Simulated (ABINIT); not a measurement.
A run of ABINIT 10.8.3 (patched build) is set up as follows.

Contents of run.abi:

```
# Pseudopotentials
pp_dirpath "./"
pseudos "Ta.upf, N.upf"

# Structure
acell 3*1.0 Angstrom
rprim
     2.9380011100     0.0000000000     0.0000000000
    -1.4690005500     2.5443836000     0.0000000000
     0.0000000000     0.0000000000     2.8830022100
ntypat 2
znucl 73 7
natom 2
typat 1 2
xred
     0.3052040000     0.6580710000     0.4819530000
     0.0154000000     0.0442960000    -0.0277260000
chkprim 0
chksymtnons 0
tolsym 1.0e-6

# Plane-wave basis
ecut 37.8

# k points
kptopt 1
ngkpt 8 8 7
nshiftk 1
shiftk 0.0 0.0 0.0

# Exchange and correlation
ixc -116133

# Bands and occupations
nband 13
occopt 3
tsmear 0.00183747

# SCF cycle
nstep 100
tolvrs 1.0e-10

# Output
iomode 3
prtwf 0
prtden 0
prteig 0
prtebands 0
```

Potentials or basis: PseudoDojo NC SR PBEsol v0.4.1 standard.

Command:

```sh
$ abinit run.abi > log 2>&1
```

Question: What does it give for the band gap on the k mesh?

Answer: 0.02 eV, indirect (least direct gap 0.22 eV).

Question: Predict the pressure.

Answer: -2.3 GPa.

Stress tensor (GPa, compression positive):
```
-5.32 -0.08 -0.35
-0.08 -0.42 -1.51
-0.35 -1.51 -1.11
```

Caveat: spin-orbit coupling is left out, which moves the levels of the heavy elements; an odd mesh through Γ misses points on the zone boundary, where band edges often lie.
